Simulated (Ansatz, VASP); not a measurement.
**One calculation of Mo, two programs**

```xyz
1
Lattice="2.8176 0.0000 0.0000 -1.4088 2.4401 0.0000 0.0000 0.0000 2.6318" Properties=species:S:1:pos:R:3 pbc="T T T"
Mo    0.0000    0.0000    1.3159
```

Change from the starting cell: strain +0.030 along x and y, +0.030 along z, atoms carried along.

Alike in both runs: task single point; functional PBEsol; k mesh 18 × 18 × 18; occupations gaussian, width 0.15 eV; no spin polarisation.

|  | VASP | Ansatz |
| --- | --- | --- |
| version | VASP 6.6.1 | Ansatz 0.2.0 |
| potentials or method | VASP PAW PBE potentials, release 64 (Mo_sv) | scalar-relativistic, plane waves, PAW |
| plane-wave cutoff (eV) | 520 | 420 |
| valence electrons in the cell | 14 | 14 |

Ansatz gave:

| Item | Value |
| --- | --- |
| gap on the k mesh at the Fermi level (eV) | none |
| pressure (GPa) | -19.3 |
| largest component of the traceless stress (GPa) | 3.80 |

Task: Which values does VASP return?

Result: gap on the k mesh at the Fermi level (eV): none; pressure (GPa): -19.0; largest component of the traceless stress (GPa): 3.74.

A gap of «none» marks a metal or a gap that the smearing closes. The functional is the same, so the differences come from potentials, cutoffs and numerics.

Caveats: so large a pressure means that the cell lies far from this level's equilibrium, or that cutoff or potentials fall short (VASP); the potentials were made for another functional, which shifts forces and pressure (VASP).
